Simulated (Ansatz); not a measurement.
input.yaml for CuI (Ansatz 0.2.0)

```yaml
crystal:
  lattice:
    - [0.0, 2.862089, 2.862089]
    - [2.862089, 0.0, 2.862089]
    - [2.862089, 2.862089, 0.0]
  atoms:
    - { symbol: Cu, position: [0.0, 0.0, 0.0] }
    - { symbol: I, position: [0.5, 0.5, 0.5] }
basis:
  ecutwfc: 420
kpoints:
  mp_grid: { grid: [4, 4, 4] }
hamiltonian:
  xc: pbe
scf:
  occupations: { method: gaussian, width: 0.1 }
output:
  forces: true
  stress: true
  eigenvalues: true
relax:
  adjacent_minimum: "off"
  f_tol: 0.003
  max_steps: 5
```

Command:

```bash
ansatz run input.yaml --threads 1 --pin off --max-ram 1331MiB --backend cpu --events-out ev --progress --plain --runs-dir out
```

From the log (HF is the Harris–Foulkes energy, dr2 the density residual in eV):

```text
Warning: output.stress: scf.convergence.dr2_threshold = 1e-7 eV (the SCF's general default) is looser than the 2e-10 eV advised for a printed stress (1e-10 eV for each atom of the cell: 2). What an SCF threshold leaves in a stress goes as its square root …
The last accepted step is kept in <dir> (removed where the run ends without a failure and the disk answers)
Pseudopotential: Cu, paw, valence charge 19, recommended cutoff 420 eV (normal)
Pseudopotential: I, paw, valence charge 17, recommended cutoff 420 eV (normal)
Crystal: 2 atoms, lattice volume = 46.890 Å³
Basis set: ecut = 420 eV, 941 PW (Γ), exchange–correlation on 60×60×60 points (8 copies of the dense FFT grid, shifted against one another)
Bands: 22, of which v1, the nominal top of the filled ones, is band 18 counted from 1 (17 counted from 0)
Symmetry: 48 space group operations
Space group: Fm-3m (ITA 225), of the structure as read, at distance tolerance 3.6e-5 Å
k-points: 8 of 64
Initial density: superposition of atomic densities, corrected by the library's trained network
SCF iter   1: HF=-14137.864858 eV  Δρ=5.02e-3  dr2=6.40e-3
SCF iter   2: HF=-14137.864214 eV  Δρ=2.03e-3  dr2=1.97e-3
SCF iter   3: HF=-14137.863799 eV  Δρ=3.36e-3  dr2=3.51e-3
SCF iter   4: HF=-14137.863593 eV  Δρ=2.89e-3  dr2=2.48e-3
SCF iter   5: HF=-14137.863066 eV  Δρ=6.95e-4  dr2=1.52e-4
SCF iter   6: HF=-14137.863039 eV  Δρ=1.15e-4  dr2=3.36e-6
SCF iter   7: HF=-14137.863036 eV  Δρ=1.00e-5  dr2=2.56e-8
SCF iter   8: F=-14137.863036 eV  HF=-14137.863036 eV  Δρ=1.90e-6  dr2=8.31e-10
SCF 1 converged in 8 iterations: F = -14137.863036 eV  dr2 = 8.31e-10
relax step   1: F+E_penalty+E_count = -14137.86303580 eV  Δ(F+E_penalty+E_count) = +0.000e0 eV  max|allowed force component| = 1.717e-28 eV/Å  Δτ_max = 0.0000 Å  (8 SCF iters, accepted)
SCF converged after 8 iterations
Free energy (F): -14137.863036 eV
E sigma→0 (E₀):  -14137.859389 eV
Entropy (-TS):   -0.007294 eV (-3.647 meV/atom)
Fermi energy:    10.612622 eV
--- Forces (eV/Å), atoms counted from 1 ---
  atom   1  Cu    -0.00000000    -0.00000000    -0.00000000
  atom   2  I      0.00000000    -0.00000000     0.00000000
--- Stress (GPa, compression-positive) ---
        0.540700       0.000000      -0.000000
        0.000000       0.540700      -0.000000
        0.000000      -0.000000       0.540700
  P = ⅓ Tr σ = 0.5407 GPa (5.407 kbar)
```

Settings here are deliberately varied, not converged.